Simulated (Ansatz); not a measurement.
CuI, space group P4/nmm: an equation of state with a fit, run with Ansatz's Python interface.

The script, `cui.py`:
```python
"""Bulk modulus of CuI from an E(V) curve."""

import ansatz as az
import numpy as np

params = {
    "ecut": 500,
    "kgrid": (6, 6, 4),
}

VECTORS = np.array([
    [4.0229, 0.0, 0.0],
    [0.0, 4.0229, 0.0],
    [0.0, 0.0, 5.6506],
])
SITES = [
    ("Cu", [0.0, 0.0, 0.0]),
    ("Cu", [0.5, 0.5, 0.0]),
    ("I", [0.0, 0.5, 0.2913]),
    ("I", [0.5, 0.0, 0.7087]),
]


def on_lattice(cell):
    crystal = az.Crystal(lattice=az.Lattice.of(cell))
    for symbol, position in SITES:
        crystal = crystal.atom(symbol, position)
    return crystal


def main() -> None:
    # uniform scaling of the cell
    volumes, energies = [], []
    for scale in np.linspace(0.9, 1.1, 9):
        cell = VECTORS * scale ** (1 / 3)
        calculation = on_lattice(cell).calculation()
        calculation = calculation.functional(az.Functional.PBESOL)
        calculation = calculation.occupations(az.OccupationsMethod.FIXED)
        calculation = calculation.basis(params["ecut"]).kpoints(*params["kgrid"])
        rep = calculation.run(threads=1, backend="cpu").report
        volumes.append(abs(np.linalg.det(cell)) / len(SITES))
        energies.append(rep["free_energy_ev"] / len(SITES))
        print(f"V = {volumes[-1]:8.4f} A^3/atom  F = {energies[-1]:.5f} eV/atom")

    # third-order Birch-Murnaghan: a cubic in V^(-2/3)
    x = np.array(volumes) ** (-2 / 3)
    poly = np.polynomial.Polynomial.fit(x, energies, 3).convert()
    roots = poly.deriv().roots()
    x0 = min((r.real for r in roots if abs(r.imag) < 1e-9 and poly.deriv(2)(r.real) > 0), key=lambda r: abs(r - x.mean()))
    v0 = x0 ** -1.5
    b0 = 4 / 9 * poly.deriv(2)(x0) * v0 ** (-7 / 3) * 160.21766
    b1 = 4 + 2 / 3 * x0 * poly.deriv(3)(x0) / poly.deriv(2)(x0)
    print(f"V0 = {v0:.4f} A^3/atom, B0 = {b0:.1f} GPa, dB/dP = {b1:.2f}")


if __name__ == "__main__":
    main()
```

From its runs, with one value withheld:

| V (Å³/atom) | F less the lowest row shown (meV/atom) |
| --- | --- |
| 20.576 | ? |
| 21.147 | 67.66 |
| 21.719 | 39.61 |
| 22.290 | 19.89 |
| 22.862 | 7.34 |
| 23.433 | 1.00 |
| 24.005 | 0.00 |
| 24.577 | 3.61 |
| 25.148 | 11.20 |

What is the missing energy at 20.576 Å³ an atom?

A third-order Birch-Murnaghan fit, E = E0 + (9 V0 B0 / 16) [(t - 1)³ B' + (t - 1)² (6 - 4t)] with t = (V0/V)^(2/3), through the 8 rows shown gives V0 = 23.833 Å³, B0 = 56.3 GPa, B' = 5.14 and E0 = -0.22 meV. At V = 20.576 Å³, t = 1.10293, and the fit extrapolates to 105.40 meV. The run gave 105.38 meV, a miss of 0.02 meV.

Notes:
- The run is spin-unpolarised.
- Shape and fractional positions are held along the curve, so the bulk modulus is an upper value where they are free to relax, by a factor of two or more in layered or hydrogen-bonded cells.
- Without a Hubbard U or exact exchange, semilocal functionals often make such 3d compounds metallic or too weakly gapped.
- The structure is a deposited one; some such entries were measured under pressure or heat, so a shift against it needn't be the functional's error alone.
- The whole script took 120 s on 1 thread of Arm Neoverse N1, on a shared host, peak memory 0.49 GiB.
